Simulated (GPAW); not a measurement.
Runs of GPAW 26.7.0 on GaAs. The structure is cubic, space group F-43m (No. 216). Conventional cell: a = 5.654 Å, b = 5.654 Å, c = 5.654 Å, α = 90.00°, β = 90.00°, γ = 90.00°. As (site symmetry -43m) has 4 Ga at 2.45 Å as nearest neighbours. Ga (site symmetry -43m) is surrounded by 4 As at 2.45 Å. 

| task | level | potentials or basis | spin | cell | cutoff (eV) | band path | band points | spin axis theta (degrees) | spin axis phi (degrees) | grid spacing | gap on the mesh (eV) | pressure (GPa) |
| --- | --- | --- | --- | --- | --- | --- | --- | --- | --- | --- | --- | --- |
| band structure | PBE | GPAW PAW data sets (gpaw-data 1.2.1), lcao:dzp | off | as given | - | GXWKGLUWLK,UX | 80 | - | - | 0.16 Å | 0.57 | - |
| single point | PBE | GPAW PAW data sets (gpaw-data 1.2.1), pw | off | strain = -0.02 | 600 | - | - | - | - | - | 0.66 | 6.1 |
| single point | PBE | GPAW PAW data sets (gpaw-data 1.2.1), pw | off | strain = 0.01 | 600 | - | - | - | - | - | 0.49 | 3.5 |
| band structure | PBEint | PAW data sets generated in the run's folder for this functional, pw | SOC, no magnetisation | as given | 600 | GXWKGLUWLK,UX | 80 | 54.7 | 45 | - | (a) | 2.2 |
| band structure | r4SCAN | GPAW PAW data sets (gpaw-data 1.2.1), pw | SOC, no magnetisation | as given | 600 | GXWKGLUWLK,UX | 60 | 0 | 0 | - | (c) | (b) |

Alike in all rows: k mesh 8 × 8 × 8; smearing fermi-dirac 0.05 eV.

Question: Fill in the values left out.

Answer: (a) 0.48; (b) 0.6; (c) 0.78.

Caveats: the density grid can change from cell to cell, which puts small steps into energies and stress (some runs); spin-orbit coupling was added after a scalar SCF, so levels and gaps hold it while energy, forces, pressure and moments don't (some runs); this program's spin-orbit splittings come out too wide for heavy elements (some runs); the basis of atomic orbitals isn't converged, which shifts pressures, moduli and gaps (some runs); the PAW data sets were made with another functional, which shifts forces and pressure a little (some runs).

A k mesh can miss the band edges, and rows without SOC leave out spin-orbit coupling on As, Ga.
